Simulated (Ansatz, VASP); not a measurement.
Two plane-wave programs on W

The input INCAR:

```
  PREC = Accurate
  ENCUT = 520
  EDIFF = 1E-6
  ISMEAR = 0
  SIGMA = 0.05
  LREAL = False
  LASPH = True
  NELM = 100
  ALGO = Normal
  ISIF = 2
  LWAVE = False
  LCHARG = True
  GGA = PE
  LELF = True
  LVHAR = True
  NBANDS = 13
```

KPOINTS

```
Automatic mesh
0
Gamma
  8 8 8
```

The input POSCAR:

```
W
1.0
   -1.6060872536      1.6060872536      1.6060872536
    1.6060872536     -1.6060872536      1.6060872536
    1.6060872536      1.6060872536     -1.6060872536
W
1
Direct
    0.0000000000      0.0000000000      0.0000000000
```

Input for Ansatz:

```yaml
crystal:
  lattice:
    - [-1.6060872536, 1.6060872536, 1.6060872536]
    - [1.6060872536, -1.6060872536, 1.6060872536]
    - [1.6060872536, 1.6060872536, -1.6060872536]
  atoms:
    - { symbol: W, position: [0.0, 0.0, 0.0] }
basis:
  ecutwfc: 600
  ecutrho_ratio: 5
kpoints:
  mp_grid: { grid: [8, 8, 8] }
hamiltonian:
  xc: pbe
scf:
  occupations: { method: gaussian, width: 0.05 }
output:
  forces: true
  stress: true
  eigenvalues: true
```

Alike in both runs: task single point; functional PBE; k mesh 8 × 8 × 8; occupations gaussian, width 0.05 eV; no spin polarisation.

|  | VASP | Ansatz |
| --- | --- | --- |
| version | VASP 6.6.1 | Ansatz 0.2.0 |
| potentials or method | VASP PAW PBE potentials, release 64 (W_sv) | scalar-relativistic, plane waves, PAW |
| plane-wave cutoff (eV) | 520 | 600 |
| valence electrons in the cell | 14 | 14 |

Ansatz gave:

- pressure (GPa): -7.5

**Question.** Estimate VASP's values.

**Answer.** Pressure (GPa): -7.1.

The functional is the same, so the differences come from potentials, cutoffs and numerics.

The runs have no spin-orbit coupling, so splittings on W are missing.
